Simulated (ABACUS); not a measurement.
## Rh: equation of state with LDA-PW92

**The experiment to reproduce.**

“Thermal equation of state of rhodium characterized by XRD in a resistively heated diamond anvil cell”, 2024, pmc:11535440 quotes, for a bulk crystal of Rh: bulk modulus 264 ± 1 GPa.

The system is Rh.

```
Rh
1.0
     0.00000    1.89785    1.89785
     1.89785    0.00000    1.89785
     1.89785    1.89785    0.00000
Rh
1
Cartesian
  0.0000 0.0000 0.0000
```

```json
{
  "Program": "ABACUS 3.10.1",
  "Task": "equation of state",
  "Functional": "LDA-PW92",
  "Potentials or basis": "PseudoDojo NC SR 0.4.1 LDA stringent",
  "Cutoff": "1211 eV",
  "Density cutoff": "4844 eV",
  "Basis": "plane waves",
  "k mesh": "10 × 10 × 10",
  "Occupations": "fermi-dirac, width 0.05 eV",
  "Spin": "no spin polarisation"
}
```

* Equilibrium volume: 13.25 Å³/atom
* Bulk modulus: 318 GPa
* Pressure derivative of the bulk modulus: 5.1 (rough: it moves with the points fitted)

Energy against volume, from the lowest point:
```csv
volume (Å³/atom),energy (meV/atom)
12.851,11.22
13.398,0.00
13.945,30.88
14.492,94.44
```

All runs of the series together: 13 s on 4 threads of Intel(R) Xeon(R) Platinum 8488C (Sapphire Rapids), on a shared host.

Measured bulk modulus of Rh: 264 GPa (quoted in “Thermal equation of state of rhodium characterized by XRD in a resistively heated diamond anvil cell”, 2024, pmc:11535440). This calculation gives 318 GPa (+20.5 %). The fit is for a static lattice scaled at fixed shape and fixed fractional positions.
